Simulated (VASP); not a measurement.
Input of a VASP 6.6.1 run:

The input INCAR:

```
  ALGO = Normal
  EDIFF = 1E-7
  ENCUT = 500
  GGA_COMPAT = F
  ISIF = 2
  ISMEAR = 1
  IVDW = 12
  LASPH = T
  LCHARG = F
  LMAXMIX = 4
  LMIXTAU = T
  LNONCOLLINEAR = T
  LORBIT = 11
  LREAL = F
  LSORBIT = T
  LWAVE = F
  MAGMOM = 0 0 0 0 0 0
  METAGGA = R2SCAN
  NELM = 100
  PREC = Accurate
  SIGMA = 0.1
  VDW_A1 = 0.49484001
  VDW_A2 = 5.73083694
  VDW_S6 = 1.0
  VDW_S8 = 0.78981345
```

Contents of KPOINTS:

```
k-points
0
Gamma
  6 6 6
```

The input POSCAR:

```
ZnAu
1.0
    3.1470000000      0.0000000000      0.0000000000
    0.0000000000      3.1470000000      0.0000000000
    0.0000000000      0.0000000000      3.1470000000
Au Zn
1 1
Direct
    0.0000000000      0.0000000000      0.0000000000
    0.5000000000      0.5000000000      0.5000000000
```

KPOINTS_OPT

```
path GXMGRX,MR
10
line-mode
reciprocal
 0.0000000000  0.0000000000  0.0000000000  G
 0.0000000000  0.5000000000  0.0000000000  X

 0.0000000000  0.5000000000  0.0000000000  X
 0.5000000000  0.5000000000  0.0000000000  M

 0.5000000000  0.5000000000  0.0000000000  M
 0.0000000000  0.0000000000  0.0000000000  G

 0.0000000000  0.0000000000  0.0000000000  G
 0.5000000000  0.5000000000  0.5000000000  R

 0.5000000000  0.5000000000  0.5000000000  R
 0.0000000000  0.5000000000  0.0000000000  X

 0.5000000000  0.5000000000  0.0000000000  M
 0.5000000000  0.5000000000  0.5000000000  R
```

Potentials or basis: VASP PAW PBE potentials, release 64 (Au, Zn).

The run is started by

```bash
$ cat potpaw_PBE.64/Au/POTCAR potpaw_PBE.64/Zn/POTCAR > POTCAR
$ mpirun -np 1 vasp_ncl > vasp.out
```

Estimate the pressure.

-2.9 GPa.

What does it give for the dispersion energy per atom?

-0.259 eV.

Caveat: the PAW data sets were made with another functional, which shifts forces and pressure a little.
